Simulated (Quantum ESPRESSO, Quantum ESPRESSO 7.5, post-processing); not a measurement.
# 2H-MoTe2, 1 layer against a metal electrode: a series in the charge of the slab

Aim: how the results for 2H-MoTe2, 1 layer against a metal electrode change with the charge of the slab.

Method: plane-wave DFT, PBE, GBRV ultrasoft pseudopotentials (geometry by pw.x at PBE-D3(BJ), GBRV ultrasoft), in Quantum ESPRESSO 7.5.

Report form: the programs' logs are mostly left out.

### 1. The structure

The cell holds 3 atoms: 2 Te and 1 Mo. Its edges and angles: a = 3.550 Å, b = 3.550 Å, c = 19.774 Å, α = 90.0°, β = 90.0°, γ = 120.0°. It derives from MoTe2. Vacuum lies along c.

Set-up: The slab is relaxed neutral under PBE-D3(BJ), then held. ESM with bc3: vacuum below and a metal electrode about 6 Å above the top atoms. Fermi-Dirac smearing of 0.004 Ry and a dense mesh. Charges are set per cell from the starting area.

Members 2, 3, 4.5, 6, 7 and 8 took the same steps and show in the table alone.

### 2. Variable-cell relaxation of the reference

What the set-up leaves free in this member is relaxed.

The input, ref.relax.in:

```
&control
  prefix = 'ref.relax'
  outdir = './out'
  pseudo_dir = './pseudo'
  nstep = 80
  forc_conv_thr = 0.0004
  calculation = 'vc-relax'
  etot_conv_thr = 1e-06
/
&system
  ibrav = 0
  nat = 3
  ntyp = 2
  ecutwfc = 50
  ecutrho = 250
  vdw_corr = 'grimme-d3'
  dftd3_version = 4
  occupations = 'smearing'
  smearing = 'fd'
  degauss = 0.004
/
&electrons
  conv_thr = 1e-09
  mixing_beta = 0.4
  electron_maxstep = 120
  mixing_mode = 'plain'
/
&ions
/
&cell
  cell_dofree = '2Dxy'
  press_conv_thr = 0.3
/
ATOMIC_SPECIES
  Te  127.6000  te_pbe_v1.uspp.F.UPF
  Mo  95.9500  mo_pbe_v1.uspp.F.UPF
CELL_PARAMETERS angstrom
  3.55000000000000 0.00000000000000 0.00000000000000
  -1.77500000000000 3.07439018343476 0.00000000000000
  0.00000000000000 0.00000000000000 19.77410263064833
ATOMIC_POSITIONS crystal
  Te  0.333333333300 0.666666666700 0.404569559966
  Mo  0.000000000000 0.000000000000 0.500000000000
  Te  0.333333333300 0.666666666700 0.595430440034
K_POINTS automatic
  12 12 1 0 0 0
```

Started as:

```sh
$ OMP_NUM_THREADS=1 mpirun -n 4 pw.x -nk 4 -in ref.relax.in > ref.relax.out
```

Wall time 2 min (4 MPI ranks of Intel Xeon Platinum 8375C at 2.90GHz (Ice Lake), shared host); peak memory 0.76 GiB.

The steps of the relaxation:

```tsv
step	energy less that of the first step (eV)	largest force (eV/Å)	volume (Å³)
1	0.0000	0.9741	215.82
2	-0.0420	0.7117	214.77
3	-0.0727	0.4007	213.60
4	-0.0860	0.0400	212.08
5	-0.0861	0.0016	212.19
6	-0.0862	0.0026	212.18
7	-0.0861	0.0023	212.18
```

```tsv
cell as run	before	after	change
a (Å)	3.550	3.520	-0.8 %
b (Å)	3.550	3.520	-0.8 %
```

The atoms that moved most (Å, along periodic axes as changes of fractional coordinates times the final cell, across vacuum about the mean position):

```tsv
atom	dx	dy	dz	length
Te1	0.000	0.000	0.068	0.068
Te3	0.000	0.000	-0.068	0.068
```

The relaxed structure:

```xyz
3
Lattice="3.5199 0.0000 0.0000 -1.7600 3.0484 0.0000 0.0000 0.0000 19.7741" Properties=species:S:1:pos:R:3
Te    0.0000    2.0322    8.0683
Mo    0.0000    0.0000    9.8871
Te    0.0000    2.0322   11.7058
```

 The last row is no step: it is a fresh SCF in the final cell with a new plane-wave basis, +0 meV from the row before.

Read from the output:

```
free energy  : -2618.7479 eV
Fermi energy : 0.9704 eV
```

### 3. Ground state, 0 ×10¹³ e/cm²

A run under open boundaries on these atoms gives the vacuum levels.

Level of this step: plane-wave DFT, PBE, GBRV ultrasoft pseudopotentials (Quantum ESPRESSO 7.5).

The input, m2.esm.in:

```
&control
  prefix = 'm2.esm'
  outdir = './out'
  pseudo_dir = './pseudo'
  calculation = 'scf'
  tprnfor = .true.
/
&system
  ibrav = 0
  nat = 3
  ntyp = 2
  ecutwfc = 40
  ecutrho = 200
  occupations = 'smearing'
  smearing = 'fd'
  degauss = 0.004
  assume_isolated = 'esm'
  esm_bc = 'bc3'
  tot_charge = 0.0
/
&electrons
  conv_thr = 1e-08
  mixing_beta = 0.4
  electron_maxstep = 120
  mixing_mode = 'plain'
/
ATOMIC_SPECIES
  Te  127.6000  te_pbe_v1.uspp.F.UPF
  Mo  95.9500  mo_pbe_v1.uspp.F.UPF
CELL_PARAMETERS angstrom
  3.51993306400000 0.00000000000000 0.00000000000000
  -1.75996653200000 3.04835145300000 0.00000000000000
  0.00000000000000 0.00000000000000 19.77410263100000
ATOMIC_POSITIONS crystal
  Te  0.333333333300 0.666666666700 0.009164975190
  Mo  0.000000000000 0.000000000000 0.101142389990
  Te  0.333333333300 0.666666666700 0.193119804790
K_POINTS automatic
  24 24 1 0 0 0
```

Started as:

```sh
$ OMP_NUM_THREADS=1 mpirun -n 4 pw.x -nk 4 -in m2.esm.in > m2.esm.out
```

Wall time 81 s (4 MPI ranks); peak memory 0.65 GiB.

This step gave:

| Item | Value |
| --- | --- |
| Fermi energy | -4.247 eV |
| vacuum line at the lower end of the cell, over the Fermi level | 4.247 eV |
| slope of the potential above | 8.37e-5 eV/Å |
| vacuum line at the upper end of the cell, over the Fermi level | 4.247 eV |

Electrostatic potential energy of an electron; zero at the Fermi level. The potential energy, planar mean by z:

z (Å), potential energy, planar mean (eV) and a bar from the least value:
```
     -9.5        4.2 ###################
     -9.0        4.2 ###################
     -8.5        4.2 ###################
     -8.0        4.2 ###################
     -7.5        4.2 ###################
     -7.0        4.2 ###################
     -6.5        4.2 ###################
     -6.0        4.2 ###################
     -5.5        4.2 ###################
     -5.0        4.2 ###################
     -4.5        4.2 ###################
     -4.0        4.2 ###################
     -3.5        4.2 ###################
     -3.0        4.2 ###################
     -2.5        4.2 ###################
     -2.0        4.1 ###################
     -1.5        3.6 ##################
     -1.0        1.8 #################
     -0.5        3.9 ###################
      0.0       19.6 ##############################
      0.5       15.7 ###########################
      1.0       -1.8 ##############
      1.5      -11.0 ########
      2.0      -21.9 
      2.5      -11.1 ########
      3.0       -1.9 ##############
      3.5       15.6 ###########################
      4.0       19.4 ##############################
      4.5        3.6 ##################
      5.0        1.8 #################
      5.5        3.6 ##################
      6.0        4.1 ###################
      6.5        4.2 ###################
      7.0        4.2 ###################
      7.5        4.2 ###################
      8.0        4.2 ###################
      8.5        4.2 ###################
      9.0        4.2 ###################
      9.5        4.2 ###################
```

Inside the slab this potential holds the local part of the pseudopotentials, which can be repulsive at the nuclei; only its value in the vacuum has a meaning of its own.

### 4. SCF with pw.x, 1 ×10¹³ e/cm²

m3.esm.in, as its differences from the input of step 3:

```diff
@@ -1,3 +1,3 @@
 &control
-  prefix = 'm2.esm'
+  prefix = 'm3.esm'
   outdir = './out'
@@ -18,3 +18,3 @@
   esm_bc = 'bc3'
-  tot_charge = 0.0
+  tot_charge = 0.01091
 /
@@ -25,2 +25,3 @@
   mixing_mode = 'plain'
+  startingpot = 'file'
 /
```

Started as:

```sh
$ cp -r out/m2.esm.save out/m3.esm.save
$ OMP_NUM_THREADS=1 mpirun -n 4 pw.x -nk 4 -in m3.esm.in > m3.esm.out
```

It took 98 s on 4 MPI ranks; peak memory 0.7 GiB.

This step gave:

```
Fermi energy                                                   : -5.598 eV
vacuum line at the lower end of the cell, over the Fermi level : 4.730 eV
slope of the potential above                                   : 0.1838 eV/Å
vacuum line at the upper end of the cell, over the Fermi level : 5.597 eV
```

Inside the slab this potential holds the local part of the pseudopotentials, which can be repulsive at the nuclei; only its value in the vacuum has a meaning of its own.

### 5. SCF with pw.x, -1.5 ×10¹³ e/cm²

m1.esm.in, as its differences from the input of step 4:

```diff
@@ -1,3 +1,3 @@
 &control
-  prefix = 'm3.esm'
+  prefix = 'm1.esm'
   outdir = './out'
@@ -18,3 +18,3 @@
   esm_bc = 'bc3'
-  tot_charge = 0.01091
+  tot_charge = -0.01637
 /
```

Started as:

```sh
$ cp -r out/m2.esm.save out/m1.esm.save
$ OMP_NUM_THREADS=1 mpirun -n 4 pw.x -nk 4 -in m1.esm.in > m1.esm.out
```

Run time: 2.4 min. Hardware: 4 MPI ranks; peak memory 0.68 GiB; 9.5 min of CPU time.

Read from the output:

* Fermi energy: -2.469 eV
* vacuum line at the lower end of the cell, over the Fermi level: 3.760 eV
* slope of the potential above: -0.2756 eV/Å
* vacuum line at the upper end of the cell, over the Fermi level: 2.470 eV

Inside the slab this potential holds the local part of the pseudopotentials, which can be repulsive at the nuclei; only its value in the vacuum has a meaning of its own.

### 6. Self-consistent run, -3 ×10¹³ e/cm²

m0.esm.in, as its differences from the input of step 5:

```diff
@@ -1,3 +1,3 @@
 &control
-  prefix = 'm1.esm'
+  prefix = 'm0.esm'
   outdir = './out'
@@ -18,3 +18,3 @@
   esm_bc = 'bc3'
-  tot_charge = -0.01637
+  tot_charge = -0.03274
 /
```

Started as:

```sh
$ cp -r out/m1.esm.save out/m0.esm.save
$ OMP_NUM_THREADS=1 mpirun -n 4 pw.x -nk 4 -in m0.esm.in > m0.esm.out
```

Run time: 2.2 min. Hardware: 4 MPI ranks; peak memory 0.61 GiB; 8.8 min of CPU time.

Read from the output:

| Item | Value |
| --- | --- |
| Fermi energy | -1.173 eV |
| vacuum line at the lower end of the cell, over the Fermi level | 3.742 eV |
| slope of the potential above | -0.5511 eV/Å |
| vacuum line at the upper end of the cell, over the Fermi level | 1.175 eV |

Inside the slab this potential holds the local part of the pseudopotentials, which can be repulsive at the nuclei; only its value in the vacuum has a meaning of its own.

### 7. The series side by side

The series in one table:

```tsv
the charge of the slab (positive: electrons removed)	electrode's level over the Fermi level (eV)	far face's level over the Fermi level (eV)	field in the gap (eV/Å)
-3 ×10¹³ e/cm²	1.175	3.742	-0.5511
-1.5 ×10¹³ e/cm²	2.47	3.76	-0.2756
0 ×10¹³ e/cm²	4.247	4.247	8.375e-05
1 ×10¹³ e/cm²	5.597	4.73	0.1838
2 ×10¹³ e/cm²	6.515	4.769	0.3677
3 ×10¹³ e/cm²	7.42	4.792	0.5514
4.5 ×10¹³ e/cm²	8.778	4.819	0.8271
6 ×10¹³ e/cm²	10.14	4.842	1.103
7 ×10¹³ e/cm²	11.04	4.85	1.287
8 ×10¹³ e/cm²	11.95	4.858	1.47
```

### 8. By hand

Last interval: C = Δσ/ΔV = 0.00102 e/Å² / 0.909 V × 1602 = 1.79 µF/cm².

### 9. Results

```yaml
mean_capacitance_at_positive_charge: 1.71 μF/cm²
effective_gap_eps_0_c: 5.18 Å
top_atoms_to_electrode: 6.07 Å
```

**Reading.** The series holds 10 members; mean capacitance at positive charge: 1.71 μF/cm²; effective gap ε₀/C: 5.18 Å; top atoms to electrode: 6.07 Å (PBE, GBRV ultrasoft). Interval by interval C lies between 1.21 and 1.89 µF/cm², least between 0 and 1×10¹³ e/cm², where the slab has few states at the Fermi level. The far face's level moves by 1.12 eV over the series, so the slab's own states take part of the voltage. The labels count charge on the starting cell; on the relaxed cell the densities are 1.017 times as large. Vacuum fills the gap; ions don't answer the charge; added electrons can spill towards the electrode at the most negative charges.

[Logs are printed without paths, hosts, clocks, repeated set-up lines and the standing remarks that a program may print on its own settings, such as how far it seeks lower states.]

[Hosts, paths, dates, database ids (printed as entryN), source tags and the programs' standing remarks are cut or masked in the printed files.]

[Maps of the electrostatic potential energy from Ansatz leave out the sawtooth potential of an applied field or a dipole correction, so their vacuum need not be flat; planar profiles and work functions include it.]
